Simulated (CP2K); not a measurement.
# TaN (Fm-3m) in CP2K: further runs

Runs on TaN. Level: LDA. Tasks: single point, equation of state.

Everything below comes from runs of CP2K 2026.2. Logs are shortened: lines on timing, memory, paths and dates and some standing lists are left out, and cuts for length are marked.

### Step 1. Starting point

Symmetry: Fm-3m, No. 225, cubic system. Conventional cell: a = 4.423 Å, b = 4.423 Å, c = 4.423 Å, α = 90.00°, β = 90.00°, γ = 90.00°. Around Ta (site symmetry m-3m) lie 6 N at 2.21 Å. N (site symmetry m-3m) is surrounded by 6 Ta at 2.21 Å.

The cell comes from a database or a generator and needn't be the stable form of this composition.

### Step 2. Single point, LDA, 10.81 Å³/atom

Contents of tan_eos.inp:

```
&GLOBAL
  PROJECT tan_eos
  RUN_TYPE ENERGY_FORCE
  PRINT_LEVEL LOW
&END GLOBAL
&FORCE_EVAL
  METHOD QS
  STRESS_TENSOR ANALYTICAL
  &DFT
    BASIS_SET_FILE_NAME BASIS_MOLOPT_UZH
    POTENTIAL_FILE_NAME GTH_POTENTIALS
    &MGRID
      CUTOFF 450
      REL_CUTOFF 60
      NGRIDS 5
    &END MGRID
    &QS
      METHOD GPW
      EPS_DEFAULT 1.0E-10
    &END QS
    &KPOINTS
      SCHEME MONKHORST-PACK 10 10 10
      GAMMA_CENTERED T
      SYMMETRY T
      SYMMETRY_BACKEND SPGLIB
    &END KPOINTS
    &SCF
      SCF_GUESS ATOMIC
      EPS_SCF 1.0E-6
      MAX_SCF 100
      ADDED_MOS 13
      CHOLESKY OFF
      EPS_EIGVAL 1.0E-7
      &DIAGONALIZATION ON
        ALGORITHM STANDARD
      &END DIAGONALIZATION
      &MIXING ON
        METHOD BROYDEN_MIXING
        ALPHA 0.4
        BETA 1.5
        NBUFFER 8
      &END MIXING
      &SMEAR ON
        METHOD FERMI_DIRAC
        ELECTRONIC_TEMPERATURE [K] 580.226
      &END SMEAR
    &END SCF
    &XC
      &XC_FUNCTIONAL
        &LDA_X
        &END LDA_X
        &LDA_C_PW
        &END LDA_C_PW
      &END XC_FUNCTIONAL
    &END XC
    &PRINT
      &KPOINTS ON
      &END KPOINTS
      &MULLIKEN ON
      &END MULLIKEN
      &MO ON
        ENERGIES T
        OCCUPATION_NUMBERS T
        &EACH
          QS_SCF 0
        &END EACH
        ADD_LAST NUMERIC
      &END MO
    &END PRINT
  &END DFT
  &SUBSYS
    &CELL
      ABC 3.1272829774 3.1272829774 3.1272829774
      ALPHA_BETA_GAMMA 59.9999999998 59.9999999996 59.9999999995
      PERIODIC XYZ
    &END CELL
    &COORD
      Ta  3.1272829774 1.8055376688 1.2767079293
      N   0.0000000000 0.0000000000 0.0000000000
    &END COORD
    &KIND Ta
      BASIS_SET TZVP-MOLOPT-PBE-GTH-q13
      POTENTIAL GTH-PADE-q13
    &END KIND
    &KIND N
      BASIS_SET TZVP-MOLOPT-PBE-GTH-q5
      POTENTIAL GTH-PADE-q5
    &END KIND
    &PRINT
      &ATOMIC_COORDINATES ON
      &END ATOMIC_COORDINATES
      &CELL ON
      &END CELL
      &SYMMETRY ON
      &END SYMMETRY
    &END PRINT
  &END SUBSYS
  &PRINT
    &FORCES ON
    &END FORCES
    &STRESS_TENSOR ON
    &END STRESS_TENSOR
  &END PRINT
&END FORCE_EVAL
```

Potentials or basis: GTH_POTENTIALS Ta GTH-PADE-q13, N GTH-PADE-q5; TZVP-MOLOPT-PBE-GTH basis.

The run is started by

```bash
$ OMP_NUM_THREADS=2 cp2k.psmp -i tan_eos.inp -o tan_eos.out
```

tan_eos.out:

```text

 CP2K| version string:                                       CP2K version 2026.2
 CP2K| Input file name                                               tan_eos.inp

 GLOBAL| Force Environment number                                              1
 GLOBAL| Basis set file name                                    BASIS_MOLOPT_UZH
 GLOBAL| Potential file name                                      GTH_POTENTIALS
 GLOBAL| MM Potential file name                                     MM_POTENTIAL
 GLOBAL| Coordinate file name                                      __STD_INPUT__
 GLOBAL| Method name                                                        CP2K
 GLOBAL| Project name                                                    tan_eos
 GLOBAL| Run type                                                   ENERGY_FORCE
 GLOBAL| FFT library                                                       FFTW3
[... 5 lines left out ...]
 GLOBAL| Global print level                                                  LOW
 GLOBAL| Total number of message passing processes                             1
 GLOBAL| Number of threads for this process                                    2
 GLOBAL| CPU model name                                                  UNKNOWN

 CELL| Volume [angstrom^3]:                                            21.626515
 CELL| Vector a [angstrom]:       3.127     0.000     0.000   |a| =     3.127283
 CELL| Vector b [angstrom]:       1.564     2.708     0.000   |b| =     3.127283
 CELL| Vector c [angstrom]:       1.564     0.903     2.553   |c| =     3.127283
 CELL| Angle (b,c), alpha [degree]:                                    60.000000
 CELL| Angle (a,c), beta  [degree]:                                    60.000000
 CELL| Angle (a,b), gamma [degree]:                                    60.000000
 CELL| Numerically orthorhombic:                                              NO
 CELL| Periodicity                                                           XYZ

 CELL_REF| Volume [angstrom^3]:                                        21.626515
 CELL_REF| Vector a [angstrom     3.127     0.000     0.000   |a| =     3.127283
 CELL_REF| Vector b [angstrom     1.564     2.708     0.000   |b| =     3.127283
 CELL_REF| Vector c [angstrom     1.564     0.903     2.553   |c| =     3.127283
 CELL_REF| Angle (b,c), alpha [degree]:                                60.000000
 CELL_REF| Angle (a,c), beta  [degree]:                                60.000000
 CELL_REF| Angle (a,b), gamma [degree]:                                60.000000
 CELL_REF| Numerically orthorhombic:                                          NO
 CELL_REF| Periodicity                                                       XYZ
[... 10 lines left out ...]

  Total number of            - Atomic kinds:                                   2
                             - Atoms:                                          2
                             - Shell sets:                                     2
                             - Shells:                                        18
                             - Primitive Cartesian functions:                 11
                             - Cartesian basis functions:                     59
                             - Spherical basis functions:                     52

  Maximum angular momentum of- Orbital basis functions:                        3
                             - Local part of the GTH pseudopotential:          2
                             - Non-local part of the GTH pseudopotential:      4

 MODULE QUICKSTEP: ATOMIC COORDINATES IN ANGSTROM

   Atom Kind Element         X             Y             Z       Z(eff)     Mass
      1    1 Ta   73      3.127283      1.805538      1.276708  13.0000 180.9479
      2    2 N     7      0.000000      0.000000      0.000000   5.0000  14.0067

 Crystal Symmetry Information
       International Symbol:                                               Fm-3m
       Point Group Symbol:                                                  m-3m
       Schoenflies Symbol:                                                  Oh^5
       Number of Symmetry Operations:                                         48

 SCF PARAMETERS         Density guess:                                    ATOMIC
                        --------------------------------------------------------
                        max_scf:                                             100
[... 7 lines left out ...]
                        --------------------------------------------------------
                        level_shift [a.u.]:                             0.000000
                        added MOs                                        13    0
                        --------------------------------------------------------
                        Mixing method:                            BROYDEN_MIXING
[... 11 lines left out ...]
[... 57 lines left out ...]
  Core Hamiltonian energy:                                     26.58385499568179
  Hartree energy:                                              25.34269826485669
  Exchange-correlation energy:                                 -9.39862551662926
  Electronic entropic energy:                                  -0.00015553626141
  Fermi energy:                                                 0.59419569698194

  Total energy:                                               -68.53980296282364
  Total energy (extrapolated to T->0):                        -68.53972519469293

 MO| EIGENVALUES AND OCCUPATION NUMBERS FOR K POINT 1
 MO|
 MO|  Index      Eigenvalue [a.u.]        Eigenvalue [eV]             Occupation
 MO|      1              -1.995814             -54.308869               2.000000
 MO|      2              -0.730666             -19.882431               2.000000
 MO|      3              -0.694442             -18.896721               2.000000
 MO|      4              -0.694442             -18.896715               2.000000
 MO|      5               0.000882               0.024011               2.000000
 MO|      6               0.223927               6.093368               2.000000
[... 14 lines left out ...]
 MO|     21               1.537908              41.848594               0.000000
 MO|     22               1.734493              47.197965               0.000000
 MO| Sum:                                                              16.000000
 MO| E(Fermi):            0.594196 a.u.         16.168887 eV

 MO| EIGENVALUES AND OCCUPATION NUMBERS FOR K POINT 2
 MO|
 MO|  Index      Eigenvalue [a.u.]        Eigenvalue [eV]             Occupation
 MO|      1              -1.995816             -54.308915               2.000000
 MO|      2              -0.728361             -19.819711               2.000000
 MO|      3              -0.701891             -19.099425               2.000000
 MO|      4              -0.695776             -18.933015               2.000000
 MO|      5              -0.011317              -0.307940               2.000000
 MO|      6               0.243092               6.614863               2.000000
[... 14 lines left out ...]
 MO|     21               1.553982              42.285996               0.000000
 MO|     22               1.674439              45.563791               0.000000
 MO| Sum:                                                              18.000000
 MO| E(Fermi):            0.594196 a.u.         16.168887 eV
[... 309 lines left out ...]
 MO|     21               1.616042              43.974752               0.000000
 MO|     22               1.674746              45.572150               0.000000
 MO| Sum:                                                              18.000000
 MO| E(Fermi):            0.594196 a.u.         16.168887 eV
 MO| Band gap:            0.188558 a.u.          5.130925 eV

 MO| EIGENVALUES AND OCCUPATION NUMBERS FOR K POINT 14
 MO|
 MO|  Index      Eigenvalue [a.u.]        Eigenvalue [eV]             Occupation
 MO|      1              -1.995708             -54.305973               2.000000
 MO|      2              -0.752633             -20.480195               2.000000
 MO|      3              -0.723112             -19.676882               2.000000
 MO|      4              -0.718118             -19.540991               2.000000
 MO|      5              -0.037930              -1.032127               2.000000
 MO|      6               0.310572               8.451087               2.000000
[... 14 lines left out ...]
 MO|     21               1.721778              46.851949               0.000000
 MO|     22               1.750204              47.625479               0.000000
 MO| Sum:                                                              18.000000
 MO| E(Fermi):            0.594196 a.u.         16.168887 eV
 MO| Band gap:            0.227118 a.u.          6.180182 eV

 [... the levels of further k-points ...]

 !-----------------------------------------------------------------------------!
                     Mulliken Population Analysis

 #  Atom  Element  Kind  Atomic population                           Net charge
       1     Ta       1         10.379929                              2.620071
       2     N        2          7.620071                             -2.620071
 # Total charge                             18.000000                 -0.000000

 !-----------------------------------------------------------------------------!

 ENERGY| Total FORCE_EVAL ( QS ) energy [hartree]            -68.539803874247056

 FORCES| Atomic forces [hartree/bohr]
 FORCES|   Atom     x               y               z               |f|
 FORCES|      1  3.23669076E-10  3.30039865E-10  2.92934895E-10   5.47264868E-10
 FORCES|      2 -3.23622503E-10 -3.29998789E-10 -2.92948120E-10   5.47219632E-10
 FORCES| Sum     4.65729476E-14  4.10764366E-14 -1.32247727E-14
 FORCES| Total atomic force                                       6.34917924E-14

 STRESS| Analytical stress tensor [bar]
 STRESS|                        x                   y                   z
 STRESS|      x       -1.19382731340E+06  -2.83086077443E+00   2.34459355622E+00
 STRESS|      y       -2.83086077443E+00  -1.19389234727E+06   3.01971977452E+00
 STRESS|      z        2.34459355622E+00   3.01971977452E+00  -1.19390431943E+06
 STRESS| 1/3 Trace                                            -1.19387466003E+06
 STRESS| Determinant                                          -1.70167337069E+18

 STRESS| Eigenvectors and eigenvalues of the analytical stress tensor [bar]
 STRESS|                        1                   2                   3
 STRESS| Eigenvalues  -1.19390514925E+06  -1.19389170392E+06  -1.19382712694E+06
 STRESS|      x          -0.037871296384      0.033978994736      0.998704757587
 STRESS|      y          -0.237339489024      0.970517535829     -0.042019990448
 STRESS|      z           0.970688277389      0.238623428364      0.028690199997
```

It took 2 min on 2 threads of Arm Neoverse N1, shared host; peak memory 0.32 GiB.

Results:

| Quantity | Value |
| --- | --- |
| Free energy | -1865.0629 eV |
| Pressure | -119.4 GPa |
| Band gap on the k mesh | none (metal or under the smearing width) |
| Mulliken charges | Ta +2.62; N -2.62 e |

Caveat: Mulliken charges move with the basis; the basis of atomic orbitals isn't converged, which shifts pressures, moduli and gaps.

### Step 3. Single point, LDA, 10.60 Å³/atom (volume scaled by 0.98)

Changes to tan_eos.inp since step 2:

```diff
@@ -11,2 +11,3 @@
     POTENTIAL_FILE_NAME GTH_POTENTIALS
+    WFN_RESTART_FILE_NAME previous-RESTART.kp
     &MGRID
@@ -27,3 +28,3 @@
     &SCF
-      SCF_GUESS ATOMIC
+      SCF_GUESS RESTART
       EPS_SCF 1.0E-6
@@ -72,4 +73,4 @@
     &CELL
-      ABC 3.1272829774 3.1272829774 3.1272829774
-      ALPHA_BETA_GAMMA 59.9999999998 59.9999999996 59.9999999995
+      ABC 3.1062938686 3.1062938686 3.1062938686
+      ALPHA_BETA_GAMMA 60.0000000003 60.0000000002 59.9999999997
       PERIODIC XYZ
@@ -77,3 +78,3 @@
     &COORD
-      Ta  3.1272829774 1.8055376688 1.2767079293
+      Ta  3.1062938686 1.7934196012 1.2681391615
       N   0.0000000000 0.0000000000 0.0000000000
```

Potentials or basis: GTH_POTENTIALS Ta GTH-PADE-q13, N GTH-PADE-q5; TZVP-MOLOPT-PBE-GTH basis.

The run is started by

```bash
$ OMP_NUM_THREADS=2 cp2k.psmp -i tan_eos.inp -o tan_eos.out
```

Run time: 3.2 min. Hardware: 2 threads of Arm Neoverse N1, shared host; peak memory 0.33 GiB.

The run converged. Its results:

```yaml
Free_energy: -1865.3884 eV
Pressure: -121.6 GPa
Band_gap_on_the_k_mesh: none (metal or under the smearing width)
Mulliken_charges: Ta +2.74; N -2.74 e
```

Caveat: Mulliken charges move with the basis; the basis of atomic orbitals isn't converged, which shifts pressures, moduli and gaps.

### Step 4. Single point, LDA, 11.03 Å³/atom (volume scaled by 1.02)

Changes to tan_eos.inp since step 3:

```diff
@@ -73,4 +73,4 @@
     &CELL
-      ABC 3.1062938686 3.1062938686 3.1062938686
-      ALPHA_BETA_GAMMA 60.0000000003 60.0000000002 59.9999999997
+      ABC 3.1479940643 3.1479940642 3.1479940642
+      ALPHA_BETA_GAMMA 59.9999999999 60.0000000000 60.0000000004
       PERIODIC XYZ
@@ -78,3 +78,3 @@
     &COORD
-      Ta  3.1062938686 1.7934196012 1.2681391615
+      Ta  3.1479940643 1.8174952204 1.2851631951
       N   0.0000000000 0.0000000000 0.0000000000
```

The run is started by

```bash
$ OMP_NUM_THREADS=2 cp2k.psmp -i tan_eos.inp -o tan_eos.out
```

It took 2.6 min on 2 threads of Arm Neoverse N1, shared host; peak memory 0.34 GiB.

The run converged. Its results:

| Item | Value |
| --- | --- |
| Free energy | -1864.7443 eV |
| Pressure | -116.5 GPa |
| Band gap on the k mesh | none (metal or under the smearing width) |
| Mulliken charges | Ta +2.50; N -2.50 e |

Caveat: Mulliken charges move with the basis; the basis of atomic orbitals isn't converged, which shifts pressures, moduli and gaps.

### Step 5. Single point, LDA, 10.38 Å³/atom (volume scaled by 0.96)

Changes to tan_eos.inp since step 4:

```diff
@@ -73,4 +73,4 @@
     &CELL
-      ABC 3.1479940643 3.1479940642 3.1479940642
-      ALPHA_BETA_GAMMA 59.9999999999 60.0000000000 60.0000000004
+      ABC 3.0850172155 3.0850172154 3.0850172154
+      ALPHA_BETA_GAMMA 60.0000000001 60.0000000003 60.0000000005
       PERIODIC XYZ
@@ -78,3 +78,3 @@
     &COORD
-      Ta  3.1479940643 1.8174952204 1.2851631951
+      Ta  3.0850172155 1.7811355198 1.2594530043
       N   0.0000000000 0.0000000000 0.0000000000
```

The run is started by

```bash
$ OMP_NUM_THREADS=2 cp2k.psmp -i tan_eos.inp -o tan_eos.out
```

Run time: 2.8 min. Hardware: 2 threads of Arm Neoverse N1, shared host; peak memory 0.34 GiB.

It converged, with:

| Item | Value |
| --- | --- |
| Free energy | -1865.7185 eV |
| Pressure | -122.9 GPa |
| Band gap on the k mesh | none (metal or under the smearing width) |
| Mulliken charges | Ta +2.87; N -2.87 e |

Caveat: Mulliken charges move with the basis; the basis of atomic orbitals isn't converged, which shifts pressures, moduli and gaps.

### Step 6. Single point, LDA, 11.25 Å³/atom (volume scaled by 1.04)

Changes to tan_eos.inp since step 5:

```diff
@@ -73,4 +73,4 @@
     &CELL
-      ABC 3.0850172155 3.0850172154 3.0850172154
-      ALPHA_BETA_GAMMA 60.0000000001 60.0000000003 60.0000000005
+      ABC 3.1684361570 3.1684361569 3.1684361569
+      ALPHA_BETA_GAMMA 60.0000000001 59.9999999991 59.9999999988
       PERIODIC XYZ
@@ -78,3 +78,3 @@
     &COORD
-      Ta  3.0850172155 1.7811355198 1.2594530043
+      Ta  3.1684361570 1.8292974681 1.2935086445
       N   0.0000000000 0.0000000000 0.0000000000
```

Potentials or basis: GTH_POTENTIALS Ta GTH-PADE-q13, N GTH-PADE-q5; TZVP-MOLOPT-PBE-GTH basis.

The run is started by

```bash
$ OMP_NUM_THREADS=2 cp2k.psmp -i tan_eos.inp -o tan_eos.out
```

Run time: 2.8 min. Hardware: 2 threads of Arm Neoverse N1, shared host; peak memory 0.33 GiB.

Results (log left out):

```
Free energy            : -1864.4342 eV
Pressure               : -113.2 GPa
Band gap on the k mesh : none (metal or under the smearing width)
Mulliken charges       : Ta +2.38; N -2.38 e
```

Caveat: Mulliken charges move with the basis; the basis of atomic orbitals isn't converged, which shifts pressures, moduli and gaps.

### Step 7. Single point, LDA, 10.16 Å³/atom (volume scaled by 0.94)

Changes to tan_eos.inp since step 6:

```diff
@@ -73,4 +73,4 @@
     &CELL
-      ABC 3.1684361570 3.1684361569 3.1684361569
-      ALPHA_BETA_GAMMA 60.0000000001 59.9999999991 59.9999999988
+      ABC 3.0634429627 3.0634429626 3.0634429627
+      ALPHA_BETA_GAMMA 60.0000000000 60.0000000008 60.0000000004
       PERIODIC XYZ
@@ -78,3 +78,3 @@
     &COORD
-      Ta  3.1684361570 1.8292974681 1.2935086445
+      Ta  3.0634429626 1.7686796192 1.2506453525
       N   0.0000000000 0.0000000000 0.0000000000
```

The run is started by

```bash
$ OMP_NUM_THREADS=2 cp2k.psmp -i tan_eos.inp -o tan_eos.out
```

Wall time 3.4 min (2 threads of Arm Neoverse N1, shared host); peak memory 0.33 GiB.

The run converged. Its results:

| Quantity | Value |
| --- | --- |
| Free energy | -1866.0509 eV |
| Pressure | -122.9 GPa |
| Band gap on the k mesh | none (metal or under the smearing width) |
| Mulliken charges | Ta +2.99; N -2.99 e |

Caveat: Mulliken charges move with the basis; the basis of atomic orbitals isn't converged, which shifts pressures, moduli and gaps.

### Step 8. Single point, LDA, 11.46 Å³/atom (volume scaled by 1.06)

Changes to tan_eos.inp since step 7:

```diff
@@ -73,4 +73,4 @@
     &CELL
-      ABC 3.0634429627 3.0634429626 3.0634429627
-      ALPHA_BETA_GAMMA 60.0000000000 60.0000000008 60.0000000004
+      ABC 3.1886178231 3.1886178230 3.1886178230
+      ALPHA_BETA_GAMMA 60.0000000008 60.0000000002 60.0000000002
       PERIODIC XYZ
@@ -78,3 +78,3 @@
     &COORD
-      Ta  3.0634429626 1.7686796192 1.2506453525
+      Ta  3.1886178230 1.8409493585 1.3017477752
       N   0.0000000000 0.0000000000 0.0000000000
```

The run is started by

```bash
$ OMP_NUM_THREADS=2 cp2k.psmp -i tan_eos.inp -o tan_eos.out
```

Run time: 2.8 min. Hardware: 2 threads of Arm Neoverse N1, shared host; peak memory 0.33 GiB.

It converged, with:

```
Free energy            : -1864.1336 eV
Pressure               : -109.6 GPa
Band gap on the k mesh : none (metal or under the smearing width)
Mulliken charges       : Ta +2.27; N -2.27 e
```

Caveat: Mulliken charges move with the basis; the basis of atomic orbitals isn't converged, which shifts pressures, moduli and gaps.

### Step 9. Equation of state, LDA

Potentials or basis: GTH_POTENTIALS Ta GTH-PADE-q13, N GTH-PADE-q5; TZVP-MOLOPT-PBE-GTH basis.

No new run: the results of the series are fitted here.

Results:

- Equilibrium volume: outside the volumes run

Energy against volume, from the lowest point:
| volume (Å³/atom) | energy (meV/atom) |
| --- | --- |
| 10.164 | 0.00 |
| 10.381 | 166.22 |
| 10.597 | 331.27 |
| 10.813 | 494.01 |
| 11.030 | 653.32 |
| 11.246 | 808.36 |
| 11.462 | 958.69 |

Caveat: the basis of atomic orbitals isn't converged, which shifts pressures, moduli and gaps. The run has no spin-orbit coupling, so splittings on Ta are missing.
